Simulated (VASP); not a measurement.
Computed with SCAN meta-GGA, VASP's PBE PAW potentials (set 64) (plane waves; VASP).

VASP input:

File KPOINTS:
```
Automatic mesh
0
Gamma
7 7 7
0 0 0
```

**POSCAR**
```
CsCl
1.0
  4.2008048284   0.0000000000   0.0000000000
  0.0000000000   4.2008048284   0.0000000000
  0.0000000000   0.0000000000   4.2008048284
Cs Cl
1 1
direct
  0.0000000000   0.0000000000   0.0000000000
  0.5000000000   0.5000000000   0.5000000000
```

INCAR:
```
SYSTEM = CsCl
PREC = Accurate
ENCUT = 520
EDIFF = 1E-7
NELM = 100
ALGO = Normal
LREAL = .FALSE.
LASPH = .TRUE.
ISMEAR = 0
SIGMA = 0.05
METAGGA = SCAN
LMIXTAU = .TRUE.
LMAXMIX = 4
LWAVE = .FALSE.
LCHARG = .FALSE.
ISIF = 2
```

POTCAR, in this order: Cs_sv Cl (PBE.64 set). Program: vasp_std.

The resulting files:

OUTCAR:
```
 ion  position               nearest neighbor table
   1  0.000  0.000  0.000-
   2  0.500  0.500  0.500-
  LATTYP: Found a simple cubic cell.
 ALAT       =     4.2008048284
 Subroutine PRICEL returns:
 Original cell was already a primitive cell.
 Subroutine GETGRP returns: Found 48 space group operations
The static configuration has the point symmetry O_h .
The dynamic configuration has the point symmetry O_h .
 Subroutine INISYM returns: Found 48 space group operations
 Subroutine IBZKPT returns following result:
 Found     20 irreducible k-points:

 Following reciprocal coordinates:
            Coordinates               Weight
  0.000000  0.000000  0.000000      1.000000
  0.142857  0.000000  0.000000      6.000000
  0.285714  0.000000  0.000000      6.000000
  0.428571  0.000000  0.000000      6.000000
  0.142857  0.142857  0.000000     12.000000
  0.285714  0.142857  0.000000     24.000000
  0.428571  0.142857  0.000000     24.000000
  0.285714  0.285714  0.000000     12.000000
  0.428571  0.285714  0.000000     24.000000
...
```

### OSZICAR
```
       N       E                     dE             d eps       ncg     rms          rms(c)
DAV:   1     0.543785689609E+02    0.54379E+02   -0.71667E+03   480   0.117E+03
DAV:   2    -0.467532271988E+02   -0.10113E+03   -0.93987E+02   760   0.198E+02
DAV:   3    -0.541627429630E+02   -0.74095E+01   -0.73835E+01   588   0.600E+01
DAV:   4    -0.542443333906E+02   -0.81590E-01   -0.81533E-01   568   0.753E+00
DAV:   5    -0.542454394866E+02   -0.11061E-02   -0.11060E-02   604   0.883E-01    0.233E+00
DAV:   6    -0.504332995573E+02    0.38121E+01   -0.90092E-01   520   0.760E+00    0.222E+00
DAV:   7    -0.495199046064E+02    0.91339E+00   -0.48230E-01   552   0.544E+00    0.701E-01
DAV:   8    -0.505853953087E+02   -0.10655E+01   -0.43514E-01   496   0.562E+00    0.110E+00
DAV:   9    -0.503783572007E+02    0.20704E+00   -0.19015E-01   488   0.563E+00    0.381E-01
DAV:  10    -0.501384527791E+02    0.23990E+00   -0.25641E-01   488   0.544E+00    0.103E-01
DAV:  11    -0.501321924226E+02    0.62604E-02   -0.22875E-02   504   0.205E+00    0.148E-01
DAV:  12    -0.501238234015E+02    0.83690E-02   -0.26017E-03   568   0.600E-01    0.160E-01
DAV:  13    -0.501390252105E+02   -0.15202E-01   -0.67556E-03   508   0.105E+00    0.242E-02
DAV:  14    -0.501388855784E+02    0.13963E-03   -0.24596E-04   560   0.229E-01    0.952E-03
DAV:  15    -0.501390343858E+02   -0.14881E-03   -0.20774E-04   512   0.232E-01    0.570E-03
DAV:  16    -0.501390404722E+02   -0.60864E-05   -0.34022E-05   532   0.833E-02    0.312E-03
DAV:  17    -0.501390576731E+02   -0.17201E-04   -0.12084E-05   516   0.527E-02    0.678E-04
DAV:  18    -0.501390580455E+02   -0.37241E-06   -0.69152E-07   604   0.128E-02    0.595E-04
DAV:  19    -0.501390581418E+02   -0.96301E-07   -0.35319E-08   388   0.266E-03
   1 F= -.50139058E+02 E0= -.50139058E+02  d E =-.898807E-14
```

File OUTCAR:
```
------------------------ aborting loop because EDIFF is reached ----------------------------------------
  FORCE on cell =-STRESS in cart. coord.  units (eV):
  Direction    XX          YY          ZZ          XY          YZ          ZX
  --------------------------------------------------------------------------------------
  Total       -0.4378654     -0.4378654     -0.4378654     -0.0000000     -0.0000000      0.0000000
  in kB       -9.4635423     -9.4635423     -9.4635423     -0.0000000     -0.0000000      0.0000000
  external PRESSURE =      -9.4635423 kB  Pullay stress =       0.0000000 kB
  volume of cell :       74.13
      direct lattice vectors                 reciprocal lattice vectors
     4.200804828  0.000000000  0.000000000     0.238049622  0.000000000  0.000000000
     0.000000000  4.200804828  0.000000000     0.000000000  0.238049622  0.000000000
     0.000000000  0.000000000  4.200804828     0.000000000  0.000000000  0.238049622
 POSITION                                       TOTAL-FORCE (eV/Angst)
 -----------------------------------------------------------------------------------
      0.00000      0.00000      0.00000         0.000000      0.000000      0.000000
      2.10040      2.10040      2.10040         0.000000      0.000000      0.000000
 -----------------------------------------------------------------------------------
    total drift:                                0.000000      0.000000     -0.000000
  FREE ENERGIE OF THE ION-ELECTRON SYSTEM (eV)
  ---------------------------------------------------
  free  energy   TOTEN  =       -50.1390581418 eV

  energy  without entropy=      -50.1390581418  energy(sigma->0) =      -50.13905814
```
(Selected blocks of OUTCAR.)

The compound is CsCl in the CsCl type structure. This cell is one point of a volume scan, at 1.06 of the reference volume.
